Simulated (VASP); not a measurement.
Crystal: MoS2.

```xyz
3
Lattice="3.1480 -1.9298 0.0000 3.1480 1.9298 0.0000 -0.0031 0.0000 4.4393" Properties=species:S:1:pos:R:3 pbc="T T T"
Mo    0.0000    0.0000    0.0000
S     4.3301    0.0000    1.2825
S     1.9628    0.0000    3.1568
```

The cell comes from a database or a generator and needn't be the stable form of this composition.

Base run:

```yaml
Program: VASP 6.6.1
Functional: PBE
Potentials_or_basis: VASP PAW PBE potentials, release 64 (Mo_sv, S)
Cutoff: 520 eV
k_mesh: 6 × 6 × 4
Occupations: gaussian, width 0.05 eV
Spin: collinear spin, ferromagnetic start
Starting_moments: "[1.0, 0.0, 0.0] μB"
Hubbard_terms: Mo d U = 3 eV
```

Its results: band gap on the k mesh none (metal or under the smearing width); pressure 6.2 GPa; net moment 2.14 μB per cell; site moments Mo +2.27; S -0.16 μB; largest force 1.384 eV/Å.

The run is repeated on the same cell with these changes: functional from PBE to PBEsol; further incar settings from ALGO = Normal; EDIFF = 1e-07; NBANDS = 24 to ALGO = Fast; EDIFF = 1e-06. What comes out?

Band gap on the k mesh none (metal or under the smearing width); pressure 1.1 GPa; net moment 2.12 μB per cell; site moments Mo +2.22; S -0.15 μB; largest force 1.387 eV/Å.

Caveats: forces of over 1 eV/Å show positions far from the minimum, so gaps and moduli don't describe the material at rest (some runs); the PAW data sets were made with another functional, which shifts forces and pressure a little (some runs).

Not every run made on this cell is shown here.
